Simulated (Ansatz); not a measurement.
# MgSe: a single-point run

Wanted: a converged single-point run for MgSe, and a check of what comes out. The structure is shown as the input types it.

The COD entry's cell or inner coordinates are ideal or old and differ from later refinements, so a difference from it is no clean test against experiment.

Program: Ansatz 0.2.0. Level of theory: density functional or hybrid calculation with the settings of its input, plane waves (as first typed). These are calculated values, not measurements.

## 1. The structure to begin with

It takes space group Fm-3m (No. 225, cubic). Conventional cell: a = 5.473 Å, b = 5.473 Å, c = 5.473 Å, α = 90.00°, β = 90.00°, γ = 90.00°. Around Mg (site symmetry m-3m) lie 6 Se at 2.74 Å. Se (site symmetry m-3m) has 6 Mg at 2.74 Å as nearest neighbours.

Coordinates:

```cif
data_structure
_symmetry_space_group_name_H-M 'Fm-3m'
_symmetry_Int_Tables_number 225
_cell_length_a 5.4726
_cell_length_b 5.4726
_cell_length_c 5.4726
_cell_angle_alpha 90.000
_cell_angle_beta 90.000
_cell_angle_gamma 90.000
_cell_volume 163.90
loop_
_atom_site_label
_atom_site_type_symbol
_atom_site_symmetry_multiplicity
_atom_site_Wyckoff_symbol
_atom_site_fract_x
_atom_site_fract_y
_atom_site_fract_z
_atom_site_occupancy
Mg1 Mg 4 a 0.00000 0.00000 0.00000 1
Se1 Se 4 b 0.50000 0.00000 0.00000 1
```

## 2. Input and run

Contents of input.yaml:

```yaml
crystal:
  lattice:
    - [0.0, 2.7362756103, 2.7362756103]
    - [2.7362756103, 0.0, 2.7362756103]
    - [2.7362756103, 2.7362756103, 0.0]
  atoms:
    - { symbol: Mg, position: [0.0, 0.0, 0.0] }
    - { symbol: Se, position: [0.5, 0.5, 0.5] }
kpoints:
  mp_grid: { grid: [6, 6, 6] }
hamiltonian:
  xc: pbe
scf:
  occupations: { method: fixed }
  n_extra_bands: 4
  max_iter: 100
output:
  forces: true
  stress: true
  eigenvalues: true
basis:
  ecutwfc: 160
```

Command:

```sh
> ansatz run input.yaml --threads 4 --pin off --max-ram 3686MiB --backend cpu --events-out ev --progress --plain --runs-dir out
```

What happens when this is run?

The program finished normally, with warnings (cutoff below recommended). Its log warns: «basis.ecutwfc = 160 eV is below the records' recommended 420 eV ...»

Look at the input: basis.ecutwfc is 160. With so few plane waves the basis is incomplete by a wide margin. The potentials' recommended cutoff is 420 eV.

The test: delete basis.ecutwfc (the default then holds).
